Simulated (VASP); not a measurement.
# SnTe (Fm-3m) in VASP: notebook

The runs below take SnTe through single point, with PBEsol.

All numbers are computed with VASP 6.6.1; they aren't measurements. Logs are shortened: lines on timing, memory, paths and dates and some standing lists are left out, and cuts for length are marked.

**Measured values to compare with.**

A printed reference work, textbook reports, for a bulk crystal of SnTe at 300 K: band gap 0.18 eV (direct).

The runs below are set against these values where they give the same quantity.

### 1 The cell of the first run

Symmetry: Fm-3m, No. 225, cubic system. The conventional cell has a = 6.302 Å, b = 6.302 Å, c = 6.302 Å, α = 90.00°, β = 90.00°, γ = 90.00°. Sn (site symmetry m-3m) has 6 Te at 3.15 Å within 4.1 Å. Within 4.1 Å of Te (site symmetry m-3m) lie 6 Sn at 3.15 Å.

### 2 Single point, PBEsol

The input, INCAR:

```
  ALGO = Normal
  EDIFF = 1E-6
  ENCUT = 520
  GGA = PS
  ISIF = 2
  ISMEAR = 0
  LASPH = True
  LCHARG = True
  LELF = True
  LREAL = False
  LVHAR = True
  LWAVE = False
  NBANDS = 17
  NELM = 60
  PREC = Accurate
  SIGMA = 0.01
```

The input, KPOINTS:

```
k-points
0
Gamma
  10 10 10
```

The input, POSCAR:

```
SnTe
1.0
    0.0000000000      3.1508500000      3.1508500000
    3.1508500000      0.0000000000      3.1508500000
    3.1508500000      3.1508500000      0.0000000000
Sn Te
1 1
Direct
    0.0000000000      0.0000000000      0.0000000000
    0.5000000000      0.5000000000      0.5000000000
```

Potentials or basis: VASP PAW PBE potentials, release 64 (Sn_d, Te).

Command:

```
$ cat potpaw_PBE.64/Sn_d/POTCAR potpaw_PBE.64/Te/POTCAR > POTCAR
$ mpirun -np 1 vasp_std > vasp.out
```

OUTCAR:

```text
EDIFF = 1E-6
   ENCUT = 520
   GGA = PS
   ISIF = 2
   ISMEAR = 0
   LASPH = True
   LREAL = False
   NELM = 60
   PREC = Accurate

 ion  position               nearest neighbor table
   1  0.000  0.000  0.000-   2 3.15   2 3.15   2 3.15   2 3.15   2 3.15   2 3.15
   2  0.500  0.500  0.500-   1 3.15   1 3.15   1 3.15   1 3.15   1 3.15   1 3.15

  LATTYP: Found a face centered cubic cell.
 ALAT       =     6.3017000000

  Lattice vectors:

 A1 = (   0.0000000000,   3.1508500000,   3.1508500000)
 A2 = (   3.1508500000,   0.0000000000,   3.1508500000)
 A3 = (   3.1508500000,   3.1508500000,   0.0000000000)

Analysis of symmetry for initial positions (statically):
=====================================================================
 Subroutine PRICEL returns:
 Original cell was already a primitive cell.

 Routine SETGRP: Setting up the symmetry group for a
 face centered cubic supercell.

 Subroutine GETGRP returns: Found 48 space group operations
 (whereof 48 operations were pure point group operations)
 out of a pool of 48 trial point group operations.

The static configuration has the point symmetry O_h .

Analysis of symmetry for dynamics (positions and initial velocities):
=====================================================================
 Subroutine PRICEL returns:
 Original cell was already a primitive cell.

 Routine SETGRP: Setting up the symmetry group for a
 face centered cubic supercell.

 Subroutine GETGRP returns: Found 48 space group operations
 (whereof 48 operations were pure point group operations)
 out of a pool of 48 trial point group operations.

The dynamic configuration has the point symmetry O_h .

 Subroutine INISYM returns: Found 48 space group operations
 (whereof 48 operations are pure point group operations),
 and found     1 'primitive' translations

----------------------------------------------------------------------------------------

                                     Primitive cell

  volume of cell :      62.5624

  direct lattice vectors                    reciprocal lattice vectors
     0.000000000  3.150850000  3.150850000    -0.158687338  0.158687338  0.158687338
     3.150850000  0.000000000  3.150850000     0.158687338 -0.158687338  0.158687338
     3.150850000  3.150850000  0.000000000     0.158687338  0.158687338 -0.158687338

  length of vectors
     4.455974803  4.455974803  4.455974803     0.274854533  0.274854533  0.274854533

  position of ions in fractional coordinates (direct lattice)
     0.000000000  0.000000000  0.000000000
     0.500000000  0.500000000  0.500000000

  ion indices of the primitive-cell ions
   primitive index   ion index
                 1           1
                 2           2

----------------------------------------------------------------------------------------

 KPOINTS: k-points

Automatic generation of k-mesh.
 Grid dimensions read from file:
 generate k-points for:   10   10   10

 Generating k-lattice:

  Cartesian coordinates                     Fractional coordinates (reciprocal lattice)
    -0.015868734  0.015868734  0.015868734     0.100000000  0.000000000  0.000000000
     0.015868734 -0.015868734  0.015868734     0.000000000  0.100000000  0.000000000
     0.015868734  0.015868734 -0.015868734     0.000000000  0.000000000  0.100000000

  Length of vectors
     0.027485453  0.027485453  0.027485453

  Shift w.r.t. Gamma in fractional coordinates (k-lattice)
     0.000000000  0.000000000  0.000000000

 Subroutine IBZKPT returns following result:
 ===========================================

 Found     47 irreducible k-points:

 Following reciprocal coordinates:
            Coordinates               Weight
  0.000000  0.000000  0.000000      1.000000
  0.100000  0.000000  0.000000      8.000000
  0.200000  0.000000  0.000000      8.000000
  0.300000  0.000000  0.000000      8.000000
  0.400000  0.000000  0.000000      8.000000
  0.500000  0.000000  0.000000      4.000000
[... 16 lines left out ...]
  0.300000  0.300000  0.000000      6.000000
  0.400000  0.300000  0.000000     24.000000
 [... further k-points ...]
   k-points           NKPTS =     47   k-points in BZ     NKDIM =     47   number of bands    NBANDS=     17
   number of dos      NEDOS =    301   number of ions     NIONS =      2
   total plane-waves  NPLWV =  46656
   dimension x,y,z NGX =    36 NGY =   36 NGZ =   36
   dimension x,y,z NGXF=    72 NGYF=   72 NGZF=   72
   ions per type =               1   1
   NGX,Y,Z   is equivalent  to a cutoff of  13.43, 13.43, 13.43 a.u.
   NGXF,Y,Z  is equivalent  to a cutoff of  26.86, 26.86, 26.86 a.u.
 SYSTEM =  unknown system
   PREC   = accura    normal or accurate (medium, high low for compatibility)
   ISTART =      0    job   : 0-new  1-cont  2-samecut
   ICHARG =      2    charge: 1-file 2-atom 10-const
   ISPIN  =      1    spin polarized calculation?
   LNONCOLLINEAR =      F non collinear calculations
   LSORBIT =      F    spin-orbit coupling
   LASPH  =      T    aspherical Exc in radial PAW
   ENCUT  =  520.0 eV  38.22 Ry    6.18 a.u.   8.29  8.29  8.29*2*pi/ulx,y,z
   NELM   =     60;   NELMIN=  2; NELMDL= -5     # of ELM steps
   EDIFF  = 0.1E-05   stopping-criterion for ELM
   LREAL  =      F    real-space projection
   EDIFFG = 0.1E-04   stopping-criterion for IOM
   NSW    =      0    number of steps for IOM
   IBRION =     -1    ionic relax: 0-MD 1-quasi-New 2-CG
   NFREE  =      0    steps in history (QN), initial steepest desc. (CG)
   ISIF   =      2    stress and relaxation
   ISYM   =      2    0-nonsym 1-usesym 2-fastsym
   POTIM  = 0.5000    time-step for ionic-motion
   TEBEG  =    0.0;   TEEND  =   0.0 temperature during run
   PSTRESS=    0.0 pullay stress
   NELECT =      20.0000    total number of electrons
   NUPDOWN=      -1.0000    fix difference up-down
   EMIN   =  10.00;   EMAX   =-10.00  energy-range for DOS
   EFERMI =   0.00;   METHOD = LEGACY
   ISMEAR =     0;   SIGMA  =   0.01  broadening in eV -4-tet -1-fermi 0-gaus
   EFERMI_NEDOS =   21; number of points for ismear=-14 and -15
   IALGO  =     38    algorithm
   IMIX   =      4    mixing-type and parameters
     AMIX     =   0.40;   BMIX     =  1.00
     AMIX_MAG =   1.60;   BMIX_MAG =  1.00
  volume/ion in A,a.u.               =      31.28       211.10
  Fermi-wavevector in a.u.,A,eV,Ry     =   1.119387  2.115336 17.048485  1.253028
  Thomas-Fermi vector in A             =   2.256026
   LORBIT       =      0    0 simple, 1 ext, 2 COOP (PROOUT), +10 PAW based schemes
   GGA     = PS    functional components
   LHFCALC =     F    Hartree Fock is set to
   AEXX    =    0.0000 exact exchange contribution
   IVDW    =     0    specifies the selected vdW correction
   LEPSILON=     F    determine dielectric tensor
   LRPA    =     F    only Hartree local field effects (RPA)
 non-spin polarized calculation
 Gauss-broadening in eV      SIGMA  =   0.01
  energy-cutoff  :      520.00
  volume of cell :       62.56
 maximum number of plane-waves:      1705
 NGX is ok and might be reduce to    36
   NGX = 17   NGY = 17   NGZ = 17

 number of electron      19.9999998 magnetization

 Free energy of the ion-electron system (eV)
  ---------------------------------------------------
  ext. energy  EPLUGINS =         0.00000000
  ---------------------------------------------------
  free energy    TOTEN  =        -8.33871336 eV

  energy without entropy =       -8.33871336  energy(sigma->0) =       -8.33871336

 E-fermi :   6.8191     XC(G=0):  -9.6531

 val. band max:        6.7533643694   @ k =   0.5000   0.0000   0.0000
 cond. band min:       6.8953355116   @ k =   0.5000   0.0000   0.0000
 fundamental gap:      0.1419711422
 Fermi energy:         6.8191317329

 k-point     1 :       0.0000    0.0000    0.0000
  band No.  band energies     occupation
      1     -14.9775      2.00000
      2     -14.9775      2.00000
      3     -14.9707      2.00000
      4     -14.9707      2.00000
      5     -14.9707      2.00000
      6      -6.0159      2.00000
[... 9 lines left out ...]
     16      11.5199      0.00000
     17      13.4916      0.00000

 k-point     2 :       0.1000    0.0000    0.0000
  band No.  band energies     occupation
      1     -14.9779      2.00000
      2     -14.9779      2.00000
      3     -14.9705      2.00000
      4     -14.9701      2.00000
      5     -14.9701      2.00000
      6      -5.9310      2.00000
[... 9 lines left out ...]
     16      11.7305      0.00000
     17      14.2412      0.00000

 k-point     3 :       0.2000    0.0000    0.0000
  band No.  band energies     occupation
      1     -14.9792      2.00000
      2     -14.9792      2.00000
      3     -14.9701      2.00000
      4     -14.9684      2.00000
      5     -14.9684      2.00000
      6      -5.6857      2.00000
[... 9 lines left out ...]
     16      12.3150      0.00000
     17      15.7516      0.00000

 k-point     4 :       0.3000    0.0000    0.0000
  band No.  band energies     occupation
      1     -14.9808      2.00000
      2     -14.9808      2.00000
      3     -14.9696      2.00000
      4     -14.9662      2.00000
      5     -14.9662      2.00000
      6      -5.3161      2.00000
[... 9 lines left out ...]
     16      13.2349      0.00000
     17      17.4558      0.00000
[... 343 lines left out ...]
      1     -14.9814      2.00000
      2     -14.9808      2.00000
      3     -14.9690      2.00000
      4     -14.9667      2.00000
      5     -14.9654      2.00000
      6      -5.1966      2.00000
[... 9 lines left out ...]
     16      14.8631      0.00000
     17      15.2967      0.00000

 k-point    23 :       0.3000    0.3000    0.0000
  band No.  band energies     occupation
      1     -14.9886      2.00000
      2     -14.9744      2.00000
      3     -14.9733      2.00000
      4     -14.9635      2.00000
      5     -14.9635      2.00000
      6      -5.1050      2.00000
[... 9 lines left out ...]
     16      15.3512      0.00000
     17      15.3589      0.00000

 k-point    24 :       0.4000    0.3000    0.0000
  band No.  band energies     occupation
      1     -14.9907      2.00000
      2     -14.9745      2.00000
      3     -14.9732      2.00000
      4     -14.9623      2.00000
      5     -14.9619      2.00000
      6      -4.8214      2.00000
[... 9 lines left out ...]
     16      15.9772      0.00000
     17      16.4341      0.00000

 [... further k-points ...]
[... 5 lines left out ...]
  --------------------------------------------------------------------------------------
  -------------------------------------------------------------------------------------
  Total       -0.1271433     -0.1271433     -0.1271433      0.0000000      0.0000000      0.0000000
  in kB       -3.2560477     -3.2560477     -3.2560477      0.0000000      0.0000000      0.0000000
  external PRESSURE =      -3.2560477 kB  Pullay stress =       0.0000000 kB

 VOLUME and BASIS-vectors are now :
 -----------------------------------------------------------------------------
  energy-cutoff  :      520.00
  volume of cell :       62.56
      direct lattice vectors                 reciprocal lattice vectors
     0.000000000  3.150850000  3.150850000    -0.158687338  0.158687338  0.158687338
     3.150850000  0.000000000  3.150850000     0.158687338 -0.158687338  0.158687338
     3.150850000  3.150850000  0.000000000     0.158687338  0.158687338 -0.158687338

 POSITION                                       TOTAL-FORCE (eV/Angst)
 -----------------------------------------------------------------------------------
      0.00000      0.00000      0.00000         0.000000     -0.000000      0.000000
      3.15085      3.15085      3.15085        -0.000000      0.000000     -0.000000
 -----------------------------------------------------------------------------------
    total drift:                               -0.000000      0.000000      0.000000

  FREE ENERGIE OF THE ION-ELECTRON SYSTEM (eV)
  ---------------------------------------------------
  free  energy   TOTEN  =        -8.3387133565 eV

  energy  without entropy=       -8.3387133565  energy(sigma->0) =       -8.33871336
```

Run time: 47 s. Hardware: 1 thread of Intel Xeon 6975P-C, shared host; peak memory 0.23 GiB.

What came out:

```
Free energy            : -8.3387 eV
Pressure               : -0.3 GPa
Band gap on the k mesh : 0.14 eV, direct
```

Caveat: the PAW data sets were made with another functional, which shifts forces and pressure a little; spin-orbit coupling is left out, which moves the levels of the heavy elements.

### 3 Single point, PBEsol (volume scaled by 1.10)

The input, INCAR:

```
PREC = Accurate
ENCUT = 520
EDIFF = 1E-7
ISMEAR = 0
SIGMA = 0.01
LREAL = False
LASPH = True
NELM = 80
ALGO = Normal
ISIF = 2
LWAVE = False
LCHARG = False
GGA = PS
NBANDS = 17
```

The input, KPOINTS:

```
regular mesh
0
Gamma
  10 10 10
```

The input, POSCAR:

```
SnTe
1.0
    0.0000000000      3.2455137254      3.2455137254
    3.2455137254      0.0000000000      3.2455137254
    3.2455137254      3.2455137254      0.0000000000
Sn Te
1 1
Direct
    0.0000000000      0.0000000000      0.0000000000
    0.5000000000      0.5000000000      0.5000000000
```

Potentials or basis: VASP PAW PBE potentials, release 64 (Sn_d, Te).

Command:

```
$ cat potpaw_PBE.64/Sn_d/POTCAR potpaw_PBE.64/Te/POTCAR > POTCAR
$ mpirun -np 1 vasp_std > vasp.out
```

Wall time 53 s (1 thread of Intel Xeon 6975P-C, shared host); peak memory 0.23 GiB.

Results (log left out):

```
Free energy            : -8.2638 eV
Pressure               : -3.6 GPa
Band gap on the k mesh : 0.10 eV, direct
```

Levels at points of the mesh, in eV from the valence-band top:
```
           k point  band 8  band 9  band 10  band 11  band 12  band 13
(0.00, 0.00, 0.00)   -1.80   -1.80    -1.80     3.24     3.24     3.24
(0.50, 0.00, 0.00)   -1.48   -1.48     0.00     0.10     0.57     0.57
(0.50, 0.50, 0.00)   -4.89   -3.23    -3.23     2.53     4.59     4.59
```

Caveat: the PAW data sets were made with another functional, which shifts forces and pressure a little; spin-orbit coupling is left out, which moves the levels of the heavy elements. A k mesh can miss the band edges.

### 4 Comparison with measurements

Step 2. Against the measured gap of SnTe, 0.18 eV (direct; 300 K; a printed reference work, textbook), the calculated 0.14 eV is off by -0.04 eV. Spin-orbit coupling on Sn, Te is left out. The value is that of PBEsol on a finite k mesh, which can miss the band edges, without temperature or zero-point motion. Semilocal functionals fall short of measured gaps as a rule.
